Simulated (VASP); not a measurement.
# Rb (I4/mmm) in VASP: notebook

Aim: see how the results for Rb move with the level of theory and the settings. Levels: SCAN+rVV10, PBE+D3(BJ), revPBE, LDA. Tasks: optical spectrum, hyperfine couplings, band structure.

Everything below comes from runs of VASP 6.6.1. Logs are shortened: lines on timing, memory, paths and dates and some standing lists are left out, and cuts for length are marked.

### 1 Starting point

Symmetry: I4/mmm, No. 139, tetragonal system. The conventional cell has a = 5.909 Å, b = 5.909 Å, c = 5.462 Å, α = 90.00°, β = 90.00°, γ = 90.00°.

This isn't the form of Rb at room conditions, which is bcc.

### 2 Optical spectrum, SCAN+rVV10

INCAR

```
PREC = Accurate
ENCUT = 500
EDIFF = 1E-6
ISMEAR = 1
SIGMA = 0.2
LREAL = On
LASPH = T
NELM = 60
ALGO = Normal
ISIF = 2
LWAVE = F
LCHARG = F
METAGGA = SCAN
LMIXTAU = T
LUSE_VDW = T
IVDW_NL = 2
BPARAM = 15.7
CPARAM = 0.0093
LOPTICS = T
NBANDS = 36
NEDOS = 1000
CSHIFT = 0.1
```

KPOINTS

```
regular mesh
0
Gamma
  4 4 4
```

POSCAR

```
Rb
1.0
   -2.9545118615      2.9545118615      2.7308451955
    2.9545118615     -2.9545118615      2.7308451955
    2.9545118615      2.9545118615     -2.7308451955
Rb
1
Direct
    0.0000000000      0.0000000000      0.0000000000
```

Potentials or basis: VASP PAW PBE potentials, release 54 (Rb_pv).

Command:

```sh
cat potpaw_PBE.54/Rb_pv/POTCAR > POTCAR
mpirun -np 1 vasp_std > vasp.out
```

OUTCAR:

```text
PREC = Accurate
   ENCUT = 500
   EDIFF = 1E-6
   ISMEAR = 1
   LREAL = On
   LASPH = T
   NELM = 60
   ISIF = 2
   METAGGA = SCAN
   IVDW_NL = 2
   BPARAM = 15.7

 ion  position               nearest neighbor table
   1  0.000  0.000  0.000-

  LATTYP: Found a body centered tetragonal cell.
 ALAT       =     5.9090237230
 C/A-ratio  =     0.9242965754

  Lattice vectors:

 A1 = (  -2.9545118615,   2.9545118615,   2.7308451955)
 A2 = (   2.9545118615,  -2.9545118615,   2.7308451955)
 A3 = (   2.9545118615,   2.9545118615,  -2.7308451955)

Analysis of symmetry for initial positions (statically):
=====================================================================
 Subroutine PRICEL returns:
 Original cell was already a primitive cell.

 Routine SETGRP: Setting up the symmetry group for a
 body centered tetragonal supercell.

 Subroutine GETGRP returns: Found 16 space group operations
 (whereof 16 operations were pure point group operations)
 out of a pool of 16 trial point group operations.

The static configuration has the point symmetry D_4h.

Analysis of symmetry for dynamics (positions and initial velocities):
=====================================================================
 Subroutine PRICEL returns:
 Original cell was already a primitive cell.

 Routine SETGRP: Setting up the symmetry group for a
 body centered tetragonal supercell.

 Subroutine GETGRP returns: Found 16 space group operations
 (whereof 16 operations were pure point group operations)
 out of a pool of 16 trial point group operations.

The dynamic configuration has the point symmetry D_4h.

 Subroutine INISYM returns: Found 16 space group operations
 (whereof 16 operations are pure point group operations),
 and found     1 'primitive' translations

----------------------------------------------------------------------------------------

                                     Primitive cell

  volume of cell :      95.3517

  direct lattice vectors                    reciprocal lattice vectors
    -2.954511861  2.954511861  2.730845196     0.000000000  0.169232693  0.183093498
     2.954511861 -2.954511861  2.730845196     0.169232693  0.000000000  0.183093498
     2.954511861  2.954511861 -2.730845196     0.169232693  0.169232693  0.000000000

  length of vectors
     4.991572514  4.991572514  4.991572514     0.249324956  0.249324956  0.239331170

  position of ions in fractional coordinates (direct lattice)
     0.000000000  0.000000000  0.000000000

  ion indices of the primitive-cell ions
   primitive index   ion index
                 1           1

----------------------------------------------------------------------------------------

 KPOINTS: regular mesh

Automatic generation of k-mesh.
 Grid dimensions read from file:
 generate k-points for:    4    4    4

 Generating k-lattice:

  Cartesian coordinates                     Fractional coordinates (reciprocal lattice)
     0.000000000  0.042308173  0.045773375     0.250000000 -0.000000000  0.000000000
     0.042308173  0.000000000  0.045773375    -0.000000000  0.250000000  0.000000000
     0.042308173  0.042308173  0.000000000     0.000000000  0.000000000  0.250000000

  Length of vectors
     0.062331239  0.062331239  0.059832793

[... 71 lines left out ...]
   IVDW    =     0    specifies the selected vdW correction
   LEPSILON=     F    determine dielectric tensor
   LRPA    =     F    only Hartree local field effects (RPA)
 non-spin polarized calculation
 Methfessel and Paxton  Order N= 1 SIGMA  =   0.20
  energy-cutoff  :      500.00
  volume of cell :       95.35
 maximum number of plane-waves:      2446
   NGX = 19   NGY = 19   NGZ = 19

 number of electron       7.0000001 magnetization

 Free energy of the ion-electron system (eV)
  ---------------------------------------------------
  ext. energy  EPLUGINS =         0.00000000
  ---------------------------------------------------
  free energy    TOTEN  =       -10.06143707 eV

  energy without entropy =      -10.04224813  energy(sigma->0) =      -10.05504076

 E-fermi :  -3.6971     XC(G=0):  -5.0443

 val. band max:       -3.7105802310   @ k =   0.5000   0.2500   0.0000
 cond. band min:      -3.6226518736   @ k =   0.2500   0.2500   0.0000
 fundamental gap:      0.0879283575
 Fermi energy:        -3.6971476580

 k-point     1 :       0.0000    0.0000    0.0000
  band No.  band energies     occupation
      1     -10.0140      2.00000
      2     -10.0058      2.00000
      3     -10.0058      2.00000
      4      -5.1473      2.00000
      5       3.2070      0.00000
      6       4.0599      0.00000
      7       4.6262      0.00000
      8       4.6263      0.00000
      9       4.9411      0.00000
     10       5.5934      0.00000
     11       5.9576      0.00000
     12       5.9577      0.00000
     13       6.4243      0.00000
     14       8.1636      0.00000
[... 202 lines left out ...]
      1     -10.1096      2.00000
      2     -10.1096      2.00000
      3     -10.0970      2.00000
      4      -2.7122     -0.00000
      5       0.9543      0.00000
      6       1.3123      0.00000
      7       2.2917      0.00000
      8       2.2918      0.00000
      9       3.0566      0.00000
     10       7.8733      0.00000
     11       7.8733      0.00000
     12       8.0406      0.00000
     13       9.2292      0.00000
     14      10.1700      0.00000
     15      11.9586      0.00000
 [bands above 15 left out]

------------------------ aborting loop because EDIFF is reached ----------------------------------------

  FORCE on cell =-STRESS in cart. coord.  units (eV):
  Direction    XX          YY          ZZ          XY          YZ          ZX
  --------------------------------------------------------------------------------------
  -------------------------------------------------------------------------------------
  Total       -3.2933489     -3.2933489     -3.2265639      0.0000000      0.0000000      0.0000000
  in kB      -55.3375306    -55.3375306    -54.2153551      0.0000000      0.0000000      0.0000000
  external PRESSURE =     -54.9634721 kB  Pullay stress =       0.0000000 kB

 VOLUME and BASIS-vectors are now :
 -----------------------------------------------------------------------------
  energy-cutoff  :      500.00
  volume of cell :       95.35
      direct lattice vectors                 reciprocal lattice vectors
    -2.954511861  2.954511861  2.730845196     0.000000000  0.169232693  0.183093498
     2.954511861 -2.954511861  2.730845196     0.169232693  0.000000000  0.183093498
     2.954511861  2.954511861 -2.730845196     0.169232693  0.169232693  0.000000000

 POSITION                                       TOTAL-FORCE (eV/Angst)
 -----------------------------------------------------------------------------------
      0.00000      0.00000      0.00000         0.000000     -0.000000     -0.000000
 -----------------------------------------------------------------------------------
    total drift:                               -0.000000     -0.000000      0.000000

  FREE ENERGIE OF THE ION-ELECTRON SYSTEM (eV)
  ---------------------------------------------------
  free  energy   TOTEN  =       -10.0614370731 eV

  energy  without entropy=      -10.0422481302  energy(sigma->0) =      -10.05504076

 electrical conductivity sigma (Mega S m-1) (frequency dependency in vasprun.xml)
  --------------------------------------------------------------------------------------
       0.024       0.000       0.000
       0.000       0.024      -0.000
       0.000      -0.000       0.029

  frequency dependent IMAGINARY DIELECTRIC FUNCTION (independent particle, no local field effects) density-density
     E(ev)      X         Y         Z        XY        YZ        ZX
  --------------------------------------------------------------------------------------------------------------
     0.00000     0.00000     0.00000     0.00000     0.00000     0.00000     0.00000
     0.42499     0.00216     0.00216     0.00158    -0.00000     0.00000     0.00000
     0.84998     0.00456     0.00456     0.00332    -0.00000     0.00000     0.00000
     1.27496     0.00752     0.00752     0.00539    -0.00000     0.00000     0.00000
     1.69995     0.01158     0.01158     0.00813    -0.00000     0.00000    -0.00000
     2.12494     0.01788     0.01788     0.01214    -0.00000     0.00000    -0.00000
[... 92 lines left out ...]
    41.64878     0.00058     0.00058     0.00057    -0.00000    -0.00000     0.00000
    42.07377     0.00055     0.00055     0.00054    -0.00000    -0.00000     0.00000

  frequency dependent      REAL DIELECTRIC FUNCTION (independent particle, no local field effects) density-density
     E(ev)        X           Y           Z          XY          YZ          ZX
  --------------------------------------------------------------------------------------------------------------
     0.00000     1.84146     1.84146     1.74599    -0.00000     0.00000    -0.00000
     0.42499     1.84600     1.84600     1.74933    -0.00000     0.00000    -0.00000
     0.84998     1.86012     1.86012     1.75963    -0.00000     0.00000    -0.00000
     1.27496     1.88545     1.88545     1.77793    -0.00000     0.00000    -0.00000
     1.69995     1.92538     1.92538     1.80628    -0.00000     0.00000    -0.00000
     2.12494     1.98662     1.98662     1.84857    -0.00000     0.00000    -0.00000
[... 92 lines left out ...]
    41.64878     0.91859     0.91859     0.91957    -0.00000    -0.00000     0.00000
    42.07377     0.92098     0.92098     0.92194    -0.00000    -0.00000     0.00000

  frequency dependent IMAGINARY DIELECTRIC FUNCTION (independent particle, no local field effects) current-current
     E(ev)      X         Y         Z        XY        YZ        ZX
  --------------------------------------------------------------------------------------------------------------
     0.00000     3.95915     3.95915     3.51011    -0.00000    -0.00000    -0.00000
     0.42499     0.40017     0.40017     0.35413    -0.00000    -0.00000    -0.00000
     0.84998     0.20688     0.20688     0.18201    -0.00000    -0.00000    -0.00000
     1.27496     0.14637     0.14637     0.12739    -0.00000    -0.00000    -0.00000
     1.69995     0.12041     0.12041     0.10295    -0.00000    -0.00000    -0.00000
     2.12494     0.11069     0.11069     0.09197    -0.00000    -0.00000    -0.00000
[... 92 lines left out ...]
    41.64878     0.00019     0.00019     0.00019     0.00000    -0.00000     0.00000
    42.07377     0.00017     0.00017     0.00017     0.00000    -0.00000     0.00000

  frequency dependent      REAL DIELECTRIC FUNCTION (independent particle, no local field effects) current-current
     E(ev)        X           Y           Z          XY          YZ          ZX
  --------------------------------------------------------------------------------------------------------------
     0.00000     1.84025     1.84025     1.74511     0.00000    -0.00000    -0.00000
     0.42499     1.84473     1.84473     1.74840     0.00000    -0.00000    -0.00000
     0.84998     1.85878     1.85878     1.75867     0.00000    -0.00000    -0.00000
     1.27496     1.88399     1.88399     1.77689     0.00000    -0.00000    -0.00000
     1.69995     1.92371     1.92371     1.80510     0.00000    -0.00000    -0.00000
     2.12494     1.98457     1.98457     1.84718     0.00000    -0.00000    -0.00000
[... 92 lines left out ...]
    41.64878     0.91859     0.91859     0.91957     0.00000     0.00000     0.00000
    42.07377     0.92099     0.92099     0.92194     0.00000     0.00000     0.00000
```

Wall time 7.6 min (1 thread of AMD EPYC 9R45 (Zen 5), shared host); peak memory 0.37 GiB.

The run converged, but some of its settings lie outside the range that counts as converged (typed here: LREAL = On; k = 4 × 4 × 4), so its numbers aren't taken as properties of the crystal.

What came out:

```
Free energy            : -10.0614 eV
Pressure               : -5.5 GPa
Band gap on the k mesh : none (metal or under the smearing width)
```

Caveat: the k mesh is coarse (spacing up to 0.39 Å⁻¹), so the values aren't converged; spectra need much finer meshes, so this one isn't converged; independent-particle spectra lack excitons; the intraband (Drude) part of a metal's response may be missing; the PAW data sets were made with another functional, which shifts forces and pressure a little; pairwise dispersion overbinds metals, which lowers pressure and volume.

(Continued in part 2 of 2.)
